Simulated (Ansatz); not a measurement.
## two structures of Be: a comparison of enthalpies under pressure

Computed with the Ansatz DFT code, driven from Python.

Script `transition.py`:
```python
"""Enthalpies of two structures of Be under pressure."""

import warnings

import ansatz as az
import numpy as np

ECUT = 500
KSPACING = 0.3
FILLING = "cold"
WIDTH_EV = 0.05


def fcc(A, a):
    return (
        az.Lattice.fcc(a)
        .space_group(225)
        .atom(A, (0, 0, 0))
        .primitive()
    )


def sc(A, a):
    return (
        az.Lattice.cubic(a)
        .space_group(221)
        .atom(A, (0, 0, 0))
    )


def ground_state(name, crystal, pressure=0.0):
    calc = (
        crystal.calculation()
        .basis(ECUT)  # a bare number is in eV
        .kpoints(spacing=KSPACING)  # sampling of the Brillouin zone
        .occupations(FILLING, width=WIDTH_EV)
    )
    calc = calc.relax(force_tolerance=0.01, cell=True, pressure=pressure)
    return calc.run(threads=1, backend="cpu")


def volume_per_atom(outcome):
    return abs(np.linalg.det(outcome.lattice.cell_ang)) / len(outcome.lattice.sites)

warnings.simplefilter("ignore", az.DeckWarning)

phases = {}
phases["fcc"] = fcc("Be", 3.19)
phases["sc"] = sc("Be", 2.07)

# H = E + PV, with 1 eV per cubic angstrom equal to 160.2 GPa
pressures = [0, 10, 20, 30]
enthalpy, volume = {name: [] for name in phases}, {name: [] for name in phases}
for p in pressures:
    for name, crystal in phases.items():
        o = ground_state(name, crystal, pressure=p)
        volume[name].append(volume_per_atom(o))
        enthalpy[name].append(o.report["energy_sigma0_ev"] / len(o.lattice.sites) + p * volume[name][-1] / 160.21766)
gap = np.array(enthalpy["sc"]) - np.array(enthalpy["fcc"])
rows = [(p, va, vb, 1000 * d) for p, va, vb, d in zip(pressures, volume["fcc"], volume["sc"], gap)]
print("   P (GPa)  V fcc (A^3/atom)  V sc (A^3/atom)  H(sc) - H(fcc) (meV/atom)")
for row in rows:
    print(f"{row[0]:10d}  {row[1]:16.3f}  {row[2]:15.3f}  {row[3]:+25.1f}")
crossings = [p0 - g0 * (p1 - p0) / (g1 - g0) for p0, p1, g0, g1 in zip(pressures, pressures[1:], gap, gap[1:]) if g0 * g1 < 0]
print("crossing near", [round(float(p), 1) for p in crossings], "GPa") if crossings else print("no crossing in this range")
```

```console
$ python transition.py
   P (GPa)  V fcc (A^3/atom)  V sc (A^3/atom)  H(sc) - H(fcc) (meV/atom)
         0             7.882           10.317                     +924.7
        10             7.336            9.257                    +1059.6
        20             6.916            8.512                    +1169.1
        30             6.563            7.948                    +1260.9
no crossing in this range
```

What to keep in mind:
- At a fixed pressure a relaxation lowers the enthalpy F + PV, while F alone can rise.
- For the metals among these phases the mesh is modest: differences between phases can be off by up to 40 meV an atom.
- No functional is typed, so the default, PBE, holds.
- Only these two structures are compared, at zero temperature and with their symmetry kept; either may be hypothetical, and another phase may be lower than both. Differences under about 40 meV an atom lie within the error of mesh and functional.
- The cells are prototypes set up for this calculation and needn't exist.
- It ran for 12 s on 1 thread of Arm Neoverse V2 (shared host), peak memory 0.33 GiB.

(Lines on the test bed's own set-up are left out of the output.)
